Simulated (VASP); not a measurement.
# Ag (Fm-3m) in VASP: RPA correlation energy with PBE

Aim: the RPA correlation energy of Ag with PBE.

Everything below comes from runs of VASP 6.6.1. Logs are shortened: lines on timing, memory, paths and dates and some standing lists are left out, and cuts for length are marked.

## 1. The crystal as given

Symmetry: Fm-3m, No. 225, cubic system. Conventional cell: a = 4.052 Å, b = 4.052 Å, c = 4.052 Å, α = 90.00°, β = 90.00°, γ = 90.00°. Ag (site symmetry m-3m) is surrounded by 12 Ag at 2.87 Å.

## 2. RPA correlation energy, PBE

POSCAR reads:

```
Ag
1.0
    0.0000000000      2.0261700000      2.0261700000
    2.0261700000      0.0000000000      2.0261700000
    2.0261700000      2.0261700000      0.0000000000
Ag
1
Direct
    0.0000000000      0.0000000000      0.0000000000
```

INCAR.step1 reads:

```
PREC = Accurate ; ENCUT = 450
EDIFF = 1E-8 ; ISMEAR = 0
SIGMA = 0.05 ; LREAL = False
LASPH = True ; NELM = 60
ALGO = Fast ; LWAVE = True
LCHARG = False ; GGA = PE
```

INCAR.step2 reads:

```
PREC = Accurate ; ENCUT = 450
EDIFF = 1E-8 ; ISMEAR = 0
SIGMA = 0.05 ; LREAL = False
LASPH = True ; NELM = 1
ALGO = EIGENVAL ; LWAVE = False
LCHARG = False ; GGA = PE
LHFCALC = True ; AEXX = 1.0
ALDAC = 0.0 ; AGGAC = 0.0
ISTART = 1 ; PRECFOCK = Fast
```

INCAR.step3 reads:

```
PREC = Accurate ; ENCUT = 450
EDIFF = 1E-8 ; ISMEAR = 0
SIGMA = 0.05 ; LREAL = False
LASPH = True ; NELM = 1
ALGO = Exact ; LWAVE = True
LCHARG = False ; GGA = PE
NBANDS = 371 ; LOPTICS = True
ISTART = 1
```

INCAR.step4 reads:

```
PREC = Accurate ; ENCUT = 450
EDIFF = 1E-8 ; ISMEAR = 0
SIGMA = 0.05 ; LREAL = False
LASPH = True ; NELM = 60
ALGO = ACFDT ; LWAVE = False
LCHARG = False ; GGA = PE
NBANDS = 371 ; ENCUTGW = 250
NOMEGA = 12 ; ISTART = 1
PRECFOCK = Fast
```

KPOINTS reads:

```
regular mesh
0
Gamma
  8 8 8
```

Potentials or basis: VASP PAW PBE potentials, release 64 (Ag_GW).

On the command line:

```bash
> cat potpaw_PBE.64/Ag_GW/POTCAR > POTCAR
> cp INCAR.step1 INCAR
> mpirun -np 1 vasp_std > vasp.out
> cp INCAR.step2 INCAR
> mpirun -np 1 vasp_std > vasp.out
> cp INCAR.step3 INCAR
> mpirun -np 1 vasp_std > vasp.out
> cp INCAR.step4 INCAR
> mpirun -np 1 vasp_std > vasp.out
```

OUTCAR:

```text
PREC = Accurate
   ENCUT = 450
   EDIFF = 1E-8
   ISMEAR = 0
   LREAL = False
   LASPH = True
   NELM = 60
   GGA = PE
   ENCUTGW = 250
   ISTART = 1
   PRECFOCK = Fast

 ion  position               nearest neighbor table
   1  0.000  0.000  0.000-

  LATTYP: Found a face centered cubic cell.
 ALAT       =     4.0523400000

  Lattice vectors:

 A1 = (   0.0000000000,   2.0261700000,   2.0261700000)
 A2 = (   2.0261700000,   0.0000000000,   2.0261700000)
 A3 = (   2.0261700000,   2.0261700000,   0.0000000000)

Analysis of symmetry for initial positions (statically):
=====================================================================
 Subroutine PRICEL returns:
 Original cell was already a primitive cell.

 Routine SETGRP: Setting up the symmetry group for a
 face centered cubic supercell.

 Subroutine GETGRP returns: Found 48 space group operations
 (whereof 48 operations were pure point group operations)
 out of a pool of 48 trial point group operations.

The static configuration has the point symmetry O_h .

Analysis of symmetry for dynamics (positions and initial velocities):
=====================================================================
 Subroutine PRICEL returns:
 Original cell was already a primitive cell.

 Routine SETGRP: Setting up the symmetry group for a
 face centered cubic supercell.

 Subroutine GETGRP returns: Found 48 space group operations
 (whereof 48 operations were pure point group operations)
 out of a pool of 48 trial point group operations.

The dynamic configuration has the point symmetry O_h .

 Subroutine INISYM returns: Found 48 space group operations
 (whereof 48 operations are pure point group operations),
 and found     1 'primitive' translations

----------------------------------------------------------------------------------------

                                     Primitive cell

  volume of cell :      16.6363

  direct lattice vectors                    reciprocal lattice vectors
     0.000000000  2.026170000  2.026170000    -0.246771001  0.246771001  0.246771001
     2.026170000  0.000000000  2.026170000     0.246771001 -0.246771001  0.246771001
     2.026170000  2.026170000  0.000000000     0.246771001  0.246771001 -0.246771001

  length of vectors
     2.865437094  2.865437094  2.865437094     0.427419912  0.427419912  0.427419912

  position of ions in fractional coordinates (direct lattice)
     0.000000000  0.000000000  0.000000000

  ion indices of the primitive-cell ions
   primitive index   ion index
                 1           1

----------------------------------------------------------------------------------------

 KPOINTS: regular mesh

Automatic generation of k-mesh.
 Grid dimensions read from file:
 generate k-points for:    8    8    8

 Generating k-lattice:

  Cartesian coordinates                     Fractional coordinates (reciprocal lattice)
    -0.030846375  0.030846375  0.030846375     0.125000000  0.000000000  0.000000000
     0.030846375 -0.030846375  0.030846375     0.000000000  0.125000000  0.000000000
     0.030846375  0.030846375 -0.030846375     0.000000000  0.000000000  0.125000000

  Length of vectors
     0.053427489  0.053427489  0.053427489

  Shift w.r.t. Gamma in fractional coordinates (k-lattice)
     0.000000000  0.000000000  0.000000000

 Subroutine IBZKPT returns following result:
 ===========================================

 Found     29 irreducible k-points:

 Following reciprocal coordinates:
            Coordinates               Weight
  0.000000  0.000000  0.000000      1.000000
  0.125000  0.000000  0.000000      8.000000
  0.250000  0.000000  0.000000      8.000000
  0.375000  0.000000  0.000000      8.000000
  0.500000  0.000000  0.000000      4.000000
  0.125000  0.125000  0.000000      6.000000
  0.250000  0.125000  0.000000     24.000000
  0.375000  0.125000  0.000000     24.000000
  0.500000  0.125000  0.000000     24.000000
 -0.375000  0.125000  0.000000     24.000000
 -0.250000  0.125000  0.000000     24.000000
 -0.125000  0.125000  0.000000     12.000000
  0.250000  0.250000  0.000000      6.000000
  0.375000  0.250000  0.000000     24.000000
  0.500000  0.250000  0.000000     24.000000
 -0.375000  0.250000  0.000000     24.000000
 -0.250000  0.250000  0.000000     12.000000
  0.375000  0.375000  0.000000      6.000000
  0.500000  0.375000  0.000000     24.000000
 -0.375000  0.375000  0.000000     12.000000
  0.500000  0.500000  0.000000      3.000000
  0.375000  0.250000  0.125000     24.000000
  0.500000  0.250000  0.125000     48.000000
 -0.375000  0.250000  0.125000     24.000000
 [... further k-points ...]
   k-points           NKPTS =     29   k-points in BZ     NKDIM =    512   number of bands    NBANDS=    371
   number of dos      NEDOS =    301   number of ions     NIONS =      1
   total plane-waves  NPLWV =   8000
   dimension x,y,z NGX =    20 NGY =   20 NGZ =   20
   dimension x,y,z NGXF=    40 NGYF=   40 NGZF=   40
   ions per type =               1
   NGX,Y,Z   is equivalent  to a cutoff of  11.60, 11.60, 11.60 a.u.
   NGXF,Y,Z  is equivalent  to a cutoff of  23.21, 23.21, 23.21 a.u.
 SYSTEM =  unknown system
   PREC   = accura    normal or accurate (medium, high low for compatibility)
   ISTART =      1    job   : 0-new  1-cont  2-samecut
   ICHARG =      0    charge: 1-file 2-atom 10-const
   ISPIN  =      1    spin polarized calculation?
   LNONCOLLINEAR =      F non collinear calculations
   LSORBIT =      F    spin-orbit coupling
   LASPH  =      T    aspherical Exc in radial PAW
   ENCUT  =  450.0 eV  33.07 Ry    5.75 a.u.   4.96  4.96  4.96*2*pi/ulx,y,z
   NELM   =     60;   NELMIN=  2; NELMDL=  0     # of ELM steps
   EDIFF  = 0.1E-07   stopping-criterion for ELM
   LREAL  =      F    real-space projection
   EDIFFG = 0.1E-06   stopping-criterion for IOM
   NSW    =      0    number of steps for IOM
   IBRION =     -1    ionic relax: 0-MD 1-quasi-New 2-CG
   NFREE  =      0    steps in history (QN), initial steepest desc. (CG)
   ISIF   =      0    stress and relaxation
   ISYM   =      3    0-nonsym 1-usesym 2-fastsym
   POTIM  = 0.5000    time-step for ionic-motion
   TEBEG  =    0.0;   TEEND  =   0.0 temperature during run
   PSTRESS=    0.0 pullay stress
   NELECT =      11.0000    total number of electrons
   NUPDOWN=      -1.0000    fix difference up-down
   EMIN   =  10.00;   EMAX   =-10.00  energy-range for DOS
   EFERMI =   0.00;   METHOD = LEGACY
   ISMEAR =     0;   SIGMA  =   0.05  broadening in eV -4-tet -1-fermi 0-gaus
   EFERMI_NEDOS =   21; number of points for ismear=-14 and -15
   IALGO  =     38    algorithm
   IMIX   =      4    mixing-type and parameters
     AMIX     =   0.40;   BMIX     =  1.00
     AMIX_MAG =   1.60;   BMIX_MAG =  1.00
  volume/ion in A,a.u.               =      16.64       112.27
  Fermi-wavevector in a.u.,A,eV,Ry     =   1.426220  2.695165 27.675657  2.034103
  Thomas-Fermi vector in A             =   2.546520
   LORBIT       =      0    0 simple, 1 ext, 2 COOP (PROOUT), +10 PAW based schemes
   GGA     = PE    functional components
   LHFCALC =     T    Hartree Fock is set to
   PRECFOCK=fast      Normal, Fast or Accurate (Low or Medium for compatibility)
   ENCUT4O =  -1.0   cutoff for four orbital integrals eV
   NKREDX  =     1    reduce k-point grid by
   NKREDY  =     1    reduce k-point grid by
   NKREDZ  =     1    reduce k-point grid by
   AEXX    =    1.0000 exact exchange contribution
   HFSCREEN=    0.0000 screening length (either q_TF or 0.3 A-1)
   HFSCREENC=   0.0000 screening length for correlation (either q_TF or 0.3 A-1)
   ENCUTFOCK=  -1.0 apply spherical cutoff to Coloumb kernel
   IVDW    =     0    specifies the selected vdW correction
   LEPSILON=     F    determine dielectric tensor
   LRPA    =     F    only Hartree local field effects (RPA)
   LRPAFORCE           =     F    calculate RPA forces
   ENCUTGW             = 250.0    cutoff for response function in eV
   ENCUTGWSOFT         = 200.0    soft cutoff for Coulomb kernel in GW response function in eV
   ENCUTLF             =  -1.0    cutoff for local field effects
   NELMGW              =     1    number of iterations in solving QP/BSE equation
   NELMHF              =     1    number of iterations in the inner HF iteration
   NKREDLFX            =     1    NKREDLFY  =   1   NKREDLFZ  =   1
 non-spin polarized calculation
 Gauss-broadening in eV      SIGMA  =   0.05
  energy-cutoff  :      450.00
  volume of cell :       16.64
 maximum number of plane-waves:       371
  NGX = 12; NGY = 12; NGZ = 12
   NGX =  9   NGY =  9   NGZ =  9
 maximum number of plane-waves:       169

      cutoff energy     smooth cutoff   RPA   correlation   Hartree contr. to MP2
---------------------------------------------------------------------------------
            250.000           200.000      -14.8310931252      -26.4555087521
            238.095           190.476      -14.7881911713      -26.4088631680
            226.757           181.406      -14.7423043043      -26.3586533551
            215.959           172.768      -14.6932252448      -26.3045069336
            205.676           164.541      -14.6408093260      -26.2460594598
            195.882           156.705      -14.5844580899      -26.1823745335
            186.554           149.243      -14.5238847278      -26.1128407800
            177.670           142.136      -14.4584940591      -26.0365133199
  linear regression
  converged value                          -15.3866285237      -27.0818090979
```

It took 48 min on 1 thread of AMD EPYC 9R45 (Zen 5), shared host; peak memory 1.4 GiB.

Results:

```yaml
Band_gap_on_the_k_mesh_mean-field_level: none (metal or under the smearing width)
RPA_correlation_energy: -15.387 eV/atom
RPA_total_energy_per_cell: -17.604 eV
RPA_correlation_energy_per_cell: -15.387 eV
```

Caveat: the ground state has no gap, which makes the many-body step unreliable.
